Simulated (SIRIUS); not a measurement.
# ZrB2 (P6/mmm) in SIRIUS: notebook, part 3 of 5

SIRIUS 7.12.0.

**5. Equation of state, PW91, 9.63 Å³/atom (volume scaled by 0.94)**

sirius.json reads:

```json
{
  "control": {
    "processing_unit": "cpu",
    "std_evp_solver_name": "lapack",
    "gen_evp_solver_name": "lapack",
    "verbosity": 2,
    "print_forces": false,
    "ortho_rf": true,
    "use_second_variation": true,
    "rmt_max": 3.0,
    "num_bands_to_print": 24,
    "save_wf": true
  },
  "parameters": {
    "electronic_structure_method": "full_potential_lapwlo",
    "xc_functionals": ["XC_GGA_X_PW91", "XC_GGA_C_PW91"],
    "core_relativity": "dirac",
    "valence_relativity": "iora",
    "num_fv_states": 24,
    "smearing": "fermi_dirac",
    "smearing_width": 0.0018374661,
    "pw_cutoff": 20,
    "gk_cutoff": 3.92,
    "lmax_apw": 11,
    "lmax_rho": 8,
    "lmax_pot": 8,
    "num_mag_dims": 0,
    "auto_rmt": 0,
    "ngridk": [10, 10, 8],
    "shiftk": [0, 0, 0],
    "num_dft_iter": 80,
    "energy_tol": 1e-07,
    "density_tol": 1e-05,
    "use_symmetry": true
  },
  "settings": {"tol_ne": 1e-10},
  "iterative_solver": {"type": "exact"},
  "mixer": {"type": "anderson", "beta": 0.5, "max_history": 8},
  "unit_cell": {
    "lattice_vectors": [[5.8681437912, 0.0, 0.0], [-2.9340718956, 5.0819615962, 0.0], [0.0, 0.0, 6.5401110456]],
    "atom_types": ["B", "Zr"],
    "atom_files": {"B": "B.json", "Zr": "Zr.json"},
    "atoms": {"B": [[0.6666666667, 0.3333333333, 0.5], [0.3333333333, 0.6666666667, 0.5]], "Zr": [[0.0, 0.0, 0.0]]}
  }
}
```

B.json reads:

```json
{
  "name": "boron",
  "symbol": "B",
  "number": 5,
  "mass": 10.811,
  "rmin": 1e-06,
  "rmt": 1.66,
  "nrmt": 800,
  "rinf": 17.81,
  "core": "1s",
  "valence": [
    {"basis": [{"enu": 0.27, "dme": 0, "n": 0, "auto": 0}, {"enu": 0.27, "dme": 1, "n": 0, "auto": 0}]},
    {"l": 0, "n": 1, "basis": [{"enu": 0.3159, "dme": 0, "n": 0, "auto": 0}]},
    {"l": 1, "n": 2, "basis": [{"enu": 0.37, "dme": 0, "n": 0, "auto": 0}]},
    {"l": 2, "n": 3, "basis": [{"enu": 0.37, "dme": 0, "n": 0, "auto": 0}]},
    {"l": 3, "n": 4, "basis": [{"enu": 0.37, "dme": 0, "n": 0, "auto": 0}]}
  ],
  "lo": [
    {
      "l": 0,
      "basis": [{"enu": 0.3159, "dme": 0, "n": 0, "auto": 0}, {"enu": 0.3159, "dme": 1, "n": 0, "auto": 0}]
    },
    {
      "l": 0,
      "basis": [{"enu": 0.3159, "dme": 1, "n": 0, "auto": 0}, {"enu": 0.3159, "dme": 2, "n": 0, "auto": 0}]
    },
    {
      "l": 0,
      "basis": [{"enu": 0.3159, "dme": 0, "n": 0, "auto": 0}, {"enu": 4.6707, "dme": 0, "n": 0, "auto": 0}]
    },
    {"l": 1, "basis": [{"enu": 0.37, "dme": 0, "n": 0, "auto": 0}, {"enu": 0.37, "dme": 1, "n": 0, "auto": 0}]},
    {"l": 1, "basis": [{"enu": 0.37, "dme": 1, "n": 0, "auto": 0}, {"enu": 0.37, "dme": 2, "n": 0, "auto": 0}]},
    {"l": 1, "basis": [{"enu": 0.37, "dme": 0, "n": 0, "auto": 0}, {"enu": 5.378, "dme": 0, "n": 0, "auto": 0}]},
    {"l": 2, "basis": [{"enu": 0.37, "dme": 0, "n": 0, "auto": 0}, {"enu": 0.37, "dme": 1, "n": 0, "auto": 0}]},
    {"l": 2, "basis": [{"enu": 0.37, "dme": 1, "n": 0, "auto": 0}, {"enu": 0.37, "dme": 2, "n": 0, "auto": 0}]},
    {"l": 2, "basis": [{"enu": 0.37, "dme": 0, "n": 0, "auto": 0}, {"enu": 6.0312, "dme": 0, "n": 0, "auto": 0}]},
    {"l": 3, "basis": [{"enu": 0.37, "dme": 0, "n": 0, "auto": 0}, {"enu": 0.37, "dme": 1, "n": 0, "auto": 0}]}
  ],
  "free_atom": [... radial grid and density of the free atom, the start of the SCF ...]
}
```

Zr.json reads:

```json
{
  "name": "zirconium",
  "symbol": "Zr",
  "number": 40,
  "mass": 91.224,
  "rmin": 1e-06,
  "rmt": 2.43,
  "nrmt": 800,
  "rinf": 17.42,
  "core": "1s2s2p3s3p",
  "valence": [
    {"basis": [{"enu": 0.27, "dme": 0, "n": 0, "auto": 0}, {"enu": 0.27, "dme": 1, "n": 0, "auto": 0}]},
    {"l": 0, "n": 1, "basis": [{"enu": 0.37, "dme": 0, "n": 0, "auto": 0}]},
    {"l": 1, "n": 2, "basis": [{"enu": 0.37, "dme": 0, "n": 0, "auto": 0}]},
    {"l": 2, "n": 3, "basis": [{"enu": 0.37, "dme": 0, "n": 0, "auto": 0}]},
    {"l": 3, "n": 4, "basis": [{"enu": 0.37, "dme": 0, "n": 0, "auto": 0}]}
  ],
  "lo": [
    {"l": 0, "basis": [{"enu": 0.37, "dme": 0, "n": 0, "auto": 0}, {"enu": 0.37, "dme": 1, "n": 0, "auto": 0}]},
    {
      "l": 0,
      "basis": [{"enu": -1.4912, "dme": 0, "n": 4, "auto": 1}, {"enu": -1.4912, "dme": 1, "n": 4, "auto": 1}]
    },
    {
      "l": 0,
      "basis": [{"enu": -1.4912, "dme": 1, "n": 4, "auto": 1}, {"enu": 0.37, "dme": 0, "n": 0, "auto": 0}]
    },
    {"l": 0, "basis": [{"enu": 0.37, "dme": 0, "n": 0, "auto": 0}, {"enu": 3.0796, "dme": 0, "n": 0, "auto": 0}]},
    {"l": 1, "basis": [{"enu": 0.37, "dme": 0, "n": 0, "auto": 0}, {"enu": 0.37, "dme": 1, "n": 0, "auto": 0}]},
    {
      "l": 1,
      "basis": [{"enu": -0.6859, "dme": 0, "n": 4, "auto": 1}, {"enu": -0.6859, "dme": 1, "n": 4, "auto": 1}]
    },
    {
      "l": 1,
      "basis": [{"enu": -0.6859, "dme": 1, "n": 4, "auto": 1}, {"enu": 0.37, "dme": 0, "n": 0, "auto": 0}]
    },
    {"l": 1, "basis": [{"enu": 0.37, "dme": 0, "n": 0, "auto": 0}, {"enu": 3.4861, "dme": 0, "n": 0, "auto": 0}]},
    {"l": 2, "basis": [{"enu": 0.37, "dme": 0, "n": 0, "auto": 0}, {"enu": 0.37, "dme": 1, "n": 0, "auto": 0}]},
    {"l": 2, "basis": [{"enu": 0.37, "dme": 1, "n": 0, "auto": 0}, {"enu": 0.37, "dme": 2, "n": 0, "auto": 0}]},
    {
      "l": 2,
      "basis": [{"enu": -5.9226, "dme": 0, "n": 3, "auto": 1}, {"enu": -5.9226, "dme": 1, "n": 3, "auto": 1}]
    },
    {"l": 2, "basis": [{"enu": 0.37, "dme": 0, "n": 0, "auto": 0}, {"enu": 3.0119, "dme": 0, "n": 0, "auto": 0}]},
    {"l": 3, "basis": [{"enu": 0.37, "dme": 0, "n": 0, "auto": 0}, {"enu": 0.37, "dme": 1, "n": 0, "auto": 0}]},
    {"l": 3, "basis": [{"enu": 0.37, "dme": 0, "n": 0, "auto": 0}, {"enu": 3.3167, "dme": 0, "n": 0, "auto": 0}]}
  ],
  "free_atom": [... radial grid and density of the free atom, the start of the SCF ...]
}
```

sirius_start.json reads:

```json
{
  "control": {
    "processing_unit": "cpu",
    "std_evp_solver_name": "lapack",
    "gen_evp_solver_name": "lapack",
    "verbosity": 1,
    "print_forces": false,
    "ortho_rf": true,
    "use_second_variation": true,
    "rmt_max": 3.0,
    "num_bands_to_print": 24,
    "save_wf": false
  },
  "parameters": {
    "electronic_structure_method": "full_potential_lapwlo",
    "xc_functionals": ["XC_LDA_X", "XC_LDA_C_PW"],
    "core_relativity": "dirac",
    "valence_relativity": "iora",
    "num_fv_states": 24,
    "smearing": "fermi_dirac",
    "smearing_width": 0.0055123983,
    "pw_cutoff": 20,
    "gk_cutoff": 3.13,
    "lmax_apw": 11,
    "lmax_rho": 8,
    "lmax_pot": 8,
    "num_mag_dims": 0,
    "auto_rmt": 0,
    "ngridk": [4, 4, 3],
    "shiftk": [0, 0, 0],
    "num_dft_iter": 30,
    "energy_tol": 0.01,
    "density_tol": 0.05,
    "use_symmetry": true
  },
  "settings": {"tol_ne": 1e-10},
  "iterative_solver": {"type": "exact"},
  "mixer": {"type": "anderson", "beta": 0.5, "max_history": 8},
  "unit_cell": {
    "lattice_vectors": [[5.8681437912, 0.0, 0.0], [-2.9340718956, 5.0819615962, 0.0], [0.0, 0.0, 6.5401110456]],
    "atom_types": ["B", "Zr"],
    "atom_files": {"B": "B.json", "Zr": "Zr.json"},
    "atoms": {"B": [[0.6666666667, 0.3333333333, 0.5], [0.3333333333, 0.6666666667, 0.5]], "Zr": [[0.0, 0.0, 0.0]]}
  }
}
```

Potentials or basis: all-electron FP-LAPW, apw+lo standard.

On the command line:

```
OMP_NUM_THREADS=1 sirius.scf --input=sirius_start.json --output=start.json
OMP_NUM_THREADS=1 sirius.scf --input=sirius.json --output=output.json --task=1
```

The log of the run:

```text
[info] SIRIUS version : 7.12.0
[info] number of MPI ranks           : 1
[info] MPI grid                      : 1 1
[info] maximum number of OMP threads : 1
[fft] FFT context for density and potential
[fft] =====================================
[fft]   plane wave cutoff                     : 20
[fft]   grid size                             : 40 40 45   total : 72000
[fft]   grid limits                           : -19 20   -19 20   -22 22
[fft]   number of G-vectors within the cutoff : 26387
[fft]   number of G-shells                    : 1363
[fft] FFT context for coarse grid
[fft] =====================================
[fft]   plane wave cutoff                     : 7.84
[fft]   grid size                             : 18 18 20   total : 6480
[fft]   grid limits                           : -8 9   -8 9   -9 10
[fft]   number of G-vectors within the cutoff : 1583
[fft]   number of G-shells                    : 111
[unit cell] lattice vectors
[unit cell]   a1 :       5.8681437912      0.0000000000      0.0000000000
[unit cell]   a2 :      -2.9340718956      5.0819615962      0.0000000000
[unit cell]   a3 :       0.0000000000      0.0000000000      6.5401110456
[unit cell] reciprocal lattice vectors
[unit cell]   b1 :       1.0707279049      0.6181850441     -0.0000000000
[unit cell]   b2 :       0.0000000000      1.2363700883      0.0000000000
[unit cell]   b3 :       0.0000000000     -0.0000000000      0.9607153859
[unit cell] unit cell volume :       195.03710784 [a.u.^3]
[unit cell] 1/sqrt(omega)    :         0.07160467
[unit cell] MT volume        :        98.42609365 (50.47%)
[unit cell] IT volume        :        96.61101419 (49.53%)
[unit cell] number of atom types : 2
[unit cell] type id : 0 symbol :  B mt_radius :   1.660000 num_atoms : 2
[unit cell] type id : 1 symbol : Zr mt_radius :   2.430000 num_atoms : 1
[unit cell] total number of atoms : 3
[unit cell] number of symmetry classes : 2
[unit cell] atom id  type id  class id             position                      vector_field
[unit cell] ------------------------------------------------------------------------------------------
[... 396 lines left out ...]
[diagonalize] ik:   68   -5.728964   -5.728803   -5.728803   -5.728384   -5.728384   -1.319200   -0.535839   -0.529749   -0.518575    0.097158    0.163256    0.275623    0.330328    0.373900    0.612434    0.671797    0.683989    0.705841    0.741990    0.749052    0.763159    0.865632    0.960694    0.998737
[diagonalize] ik:   69   -5.728964   -5.728803   -5.728803   -5.728384   -5.728384   -1.319037   -0.531887   -0.529410   -0.524213    0.109106    0.144920    0.274532    0.353745    0.358473    0.615292    0.685484    0.696374    0.705523    0.734029    0.735485    0.803990    0.805005    0.924425    1.024942
[generate_core_charge_density] atom class : 0
[generate_core_charge_density]   n,l,k : 1 0 1  energy :          -5.92062736
[generate_core_charge_density] atom class : 1
[generate_core_charge_density]   n,l,k : 1 0 1  energy :        -654.21528251
[generate_core_charge_density]   n,l,k : 2 0 1  energy :         -90.04244227
[generate_core_charge_density]   n,l,k : 2 1 1  energy :         -82.37856928
[generate_core_charge_density]   n,l,k : 2 1 2  energy :         -79.22114798
[generate_core_charge_density]   n,l,k : 3 0 1  energy :         -14.17540984
[generate_core_charge_density]   n,l,k : 3 1 1  energy :         -11.32148954
[generate_core_charge_density]   n,l,k : 3 1 2  energy :         -10.81873057
[find] Total energy                   :   -3649.72337568 (Ha),   -7299.44675136 (Ry)
[find] iteration : 1, RMS (target) : 1.3037e-01 (1.0000e-05) , energy difference (target) : 8.6894e-05 (1.0000e-07)
[... 30 lines left out ...]
[find] valence_eval_sum               :     -60.20824592
[find] core_eval_sum                  :   -2087.78114122
[find] kinetic energy                 :    3769.23283084
[find] enuc                           :   -4417.21400395
[find] <rho|V^{XC}>                   :    -160.51714990
[find] <rho|E^{XC}>                   :    -123.39013927
[find] <mag|B^{XC}>                   :       0.00000000
[find] <rho|V^{H}>                    :   -5756.70506619
[find] smearing (-TS)                 :      -0.00009924
[find] SCF correction                 :       0.00046885
[find] Total energy                   :   -3649.72337662 (Ha),   -7299.44675325 (Ry)
[find] Free energy (E-TS)             :   -3649.72347587 (Ha),   -7299.44695174 (Ry)
[find] band gap (eV)                  :       0.00000000
[find] Efermi                         :       0.46087585
[find] iteration : 11, RMS (target) : 6.0049e-06 (1.0000e-05) , energy difference (target) : -6.3195e-08 (1.0000e-07)
[find] converged after 12 SCF iterations!
Warning in function "check_num_electrons" at src/density/density.cpp:1179
wrong number of electrons
  obtained value : 49.9996
  target value : 50
  difference : 0.000367763
  total core leakage : 0.000366376
    atom class : 0, core leakage : 0.00018313
    atom class : 1, core leakage : 1.17272e-07
[find] Charges and magnetic moments
[find] --------------------------------------------------------------------------------
[find] atom      charge    core leakage
[find] --------------------------------------------------------------------------------
[find]    0    3.773360    1.831296e-04
[find]    1    3.773360    1.831296e-04
[find]    2   37.837569    1.172715e-07
[find] total core leakage    : 3.66376448e-04
[find] interstitial charge   : 4.615344
[find] total charge          : 49.999632
[find] Energy
[find] --------------------------------------------------------------------------------
[find] valence_eval_sum               :     -60.20824592
[find] core_eval_sum                  :   -2087.78114122
[find] kinetic energy                 :    3769.23283084
[find] enuc                           :   -4417.21400395
[find] <rho|V^{XC}>                   :    -160.51714990
[find] <rho|E^{XC}>                   :    -123.39013927
[find] <mag|B^{XC}>                   :       0.00000000
[find] <rho|V^{H}>                    :   -5756.70506619
[find] smearing (-TS)                 :      -0.00009924
[find] SCF correction                 :       0.00046885
[find] Total energy                   :   -3649.72337662 (Ha),   -7299.44675325 (Ry)
[find] Free energy (E-TS)             :   -3649.72347587 (Ha),   -7299.44695174 (Ry)
[find] band gap (eV)                  :       0.00000000
[find] Efermi                         :       0.46087585
```

Wall time 2.2 min (1 thread of Arm Neoverse V1, shared host); peak memory 0.6 GiB.

Results:

```yaml
Free_energy: -99314.0352 eV
Band_gap_on_the_k_mesh: none (metal or under the smearing width)
All_electrons_inside_the_program's_atomic_spheres: Zr 37.84; B 3.77 (radii B 1.66, Zr 2.43 bohr)
```

**6. Equation of state, PW91, 9.84 Å³/atom (volume scaled by 0.96)**

Edit sirius.json of step 5 so:

```diff
@@ -39,3 +39,3 @@
   "unit_cell": {
-    "lattice_vectors": [[5.8681437912, 0.0, 0.0], [-2.9340718956, 5.0819615962, 0.0], [0.0, 0.0, 6.5401110456]],
+    "lattice_vectors": [[5.9094701092, 0.0, 0.0], [-2.9547350545, 5.1177512374, 0.0], [0.0, 0.0, 6.586169683]],
     "atom_types": ["B", "Zr"],
```

B.json reads:

```json
{
  "name": "boron",
  "symbol": "B",
  "number": 5,
  "mass": 10.811,
  "rmin": 1e-06,
  "rmt": 1.66,
  "nrmt": 800,
  "rinf": 17.81,
  "core": "1s",
  "valence": [
    {"basis": [{"enu": 0.26, "dme": 0, "n": 0, "auto": 0}, {"enu": 0.26, "dme": 1, "n": 0, "auto": 0}]},
    {"l": 0, "n": 1, "basis": [{"enu": 0.3059, "dme": 0, "n": 0, "auto": 0}]},
    {"l": 1, "n": 2, "basis": [{"enu": 0.36, "dme": 0, "n": 0, "auto": 0}]},
    {"l": 2, "n": 3, "basis": [{"enu": 0.36, "dme": 0, "n": 0, "auto": 0}]},
    {"l": 3, "n": 4, "basis": [{"enu": 0.36, "dme": 0, "n": 0, "auto": 0}]}
  ],
  "lo": [
    {
      "l": 0,
      "basis": [{"enu": 0.3059, "dme": 0, "n": 0, "auto": 0}, {"enu": 0.3059, "dme": 1, "n": 0, "auto": 0}]
    },
    {
      "l": 0,
      "basis": [{"enu": 0.3059, "dme": 1, "n": 0, "auto": 0}, {"enu": 0.3059, "dme": 2, "n": 0, "auto": 0}]
    },
    {
      "l": 0,
      "basis": [{"enu": 0.3059, "dme": 0, "n": 0, "auto": 0}, {"enu": 4.6607, "dme": 0, "n": 0, "auto": 0}]
    },
    {"l": 1, "basis": [{"enu": 0.36, "dme": 0, "n": 0, "auto": 0}, {"enu": 0.36, "dme": 1, "n": 0, "auto": 0}]},
    {"l": 1, "basis": [{"enu": 0.36, "dme": 1, "n": 0, "auto": 0}, {"enu": 0.36, "dme": 2, "n": 0, "auto": 0}]},
    {"l": 1, "basis": [{"enu": 0.36, "dme": 0, "n": 0, "auto": 0}, {"enu": 5.368, "dme": 0, "n": 0, "auto": 0}]},
    {"l": 2, "basis": [{"enu": 0.36, "dme": 0, "n": 0, "auto": 0}, {"enu": 0.36, "dme": 1, "n": 0, "auto": 0}]},
    {"l": 2, "basis": [{"enu": 0.36, "dme": 1, "n": 0, "auto": 0}, {"enu": 0.36, "dme": 2, "n": 0, "auto": 0}]},
    {"l": 2, "basis": [{"enu": 0.36, "dme": 0, "n": 0, "auto": 0}, {"enu": 6.0212, "dme": 0, "n": 0, "auto": 0}]},
    {"l": 3, "basis": [{"enu": 0.36, "dme": 0, "n": 0, "auto": 0}, {"enu": 0.36, "dme": 1, "n": 0, "auto": 0}]}
  ],
  "free_atom": [... radial grid and density of the free atom, the start of the SCF ...]
}
```

Zr.json reads:

```json
{
  "name": "zirconium",
  "symbol": "Zr",
  "number": 40,
  "mass": 91.224,
  "rmin": 1e-06,
  "rmt": 2.43,
  "nrmt": 800,
  "rinf": 17.42,
  "core": "1s2s2p3s3p",
  "valence": [
    {"basis": [{"enu": 0.26, "dme": 0, "n": 0, "auto": 0}, {"enu": 0.26, "dme": 1, "n": 0, "auto": 0}]},
    {"l": 0, "n": 1, "basis": [{"enu": 0.36, "dme": 0, "n": 0, "auto": 0}]},
    {"l": 1, "n": 2, "basis": [{"enu": 0.36, "dme": 0, "n": 0, "auto": 0}]},
    {"l": 2, "n": 3, "basis": [{"enu": 0.36, "dme": 0, "n": 0, "auto": 0}]},
    {"l": 3, "n": 4, "basis": [{"enu": 0.36, "dme": 0, "n": 0, "auto": 0}]}
  ],
  "lo": [
    {"l": 0, "basis": [{"enu": 0.36, "dme": 0, "n": 0, "auto": 0}, {"enu": 0.36, "dme": 1, "n": 0, "auto": 0}]},
    {
      "l": 0,
      "basis": [{"enu": -1.5012, "dme": 0, "n": 4, "auto": 1}, {"enu": -1.5012, "dme": 1, "n": 4, "auto": 1}]
    },
    {
      "l": 0,
      "basis": [{"enu": -1.5012, "dme": 1, "n": 4, "auto": 1}, {"enu": 0.36, "dme": 0, "n": 0, "auto": 0}]
    },
    {"l": 0, "basis": [{"enu": 0.36, "dme": 0, "n": 0, "auto": 0}, {"enu": 3.0696, "dme": 0, "n": 0, "auto": 0}]},
    {"l": 1, "basis": [{"enu": 0.36, "dme": 0, "n": 0, "auto": 0}, {"enu": 0.36, "dme": 1, "n": 0, "auto": 0}]},
    {
      "l": 1,
      "basis": [{"enu": -0.6959, "dme": 0, "n": 4, "auto": 1}, {"enu": -0.6959, "dme": 1, "n": 4, "auto": 1}]
    },
    {
      "l": 1,
      "basis": [{"enu": -0.6959, "dme": 1, "n": 4, "auto": 1}, {"enu": 0.36, "dme": 0, "n": 0, "auto": 0}]
    },
    {"l": 1, "basis": [{"enu": 0.36, "dme": 0, "n": 0, "auto": 0}, {"enu": 3.4761, "dme": 0, "n": 0, "auto": 0}]},
    {"l": 2, "basis": [{"enu": 0.36, "dme": 0, "n": 0, "auto": 0}, {"enu": 0.36, "dme": 1, "n": 0, "auto": 0}]},
    {"l": 2, "basis": [{"enu": 0.36, "dme": 1, "n": 0, "auto": 0}, {"enu": 0.36, "dme": 2, "n": 0, "auto": 0}]},
    {
      "l": 2,
      "basis": [{"enu": -5.9326, "dme": 0, "n": 3, "auto": 1}, {"enu": -5.9326, "dme": 1, "n": 3, "auto": 1}]
    },
    {"l": 2, "basis": [{"enu": 0.36, "dme": 0, "n": 0, "auto": 0}, {"enu": 3.0019, "dme": 0, "n": 0, "auto": 0}]},
    {"l": 3, "basis": [{"enu": 0.36, "dme": 0, "n": 0, "auto": 0}, {"enu": 0.36, "dme": 1, "n": 0, "auto": 0}]},
    {"l": 3, "basis": [{"enu": 0.36, "dme": 0, "n": 0, "auto": 0}, {"enu": 3.3067, "dme": 0, "n": 0, "auto": 0}]}
  ],
  "free_atom": [... radial grid and density of the free atom, the start of the SCF ...]
}
```

Edit sirius_start.json of step 5 so:

```diff
@@ -39,3 +39,3 @@
   "unit_cell": {
-    "lattice_vectors": [[5.8681437912, 0.0, 0.0], [-2.9340718956, 5.0819615962, 0.0], [0.0, 0.0, 6.5401110456]],
+    "lattice_vectors": [[5.9094701092, 0.0, 0.0], [-2.9547350545, 5.1177512374, 0.0], [0.0, 0.0, 6.586169683]],
     "atom_types": ["B", "Zr"],
```

Potentials or basis: all-electron FP-LAPW, apw+lo standard.

On the command line:

```
OMP_NUM_THREADS=1 sirius.scf --input=sirius_start.json --output=start.json
OMP_NUM_THREADS=1 sirius.scf --input=sirius.json --output=output.json --task=1
```

It took 2.5 min on 1 thread of Arm Neoverse V1, shared host; peak memory 0.6 GiB.

It converged, with:

- Free energy: -99314.0917 eV
- Band gap on the k mesh: none (metal or under the smearing width)
- All electrons inside the program's atomic spheres: Zr 37.80; B 3.75 (radii B 1.66, Zr 2.43 bohr)

(Continued in part 4 of 5.)
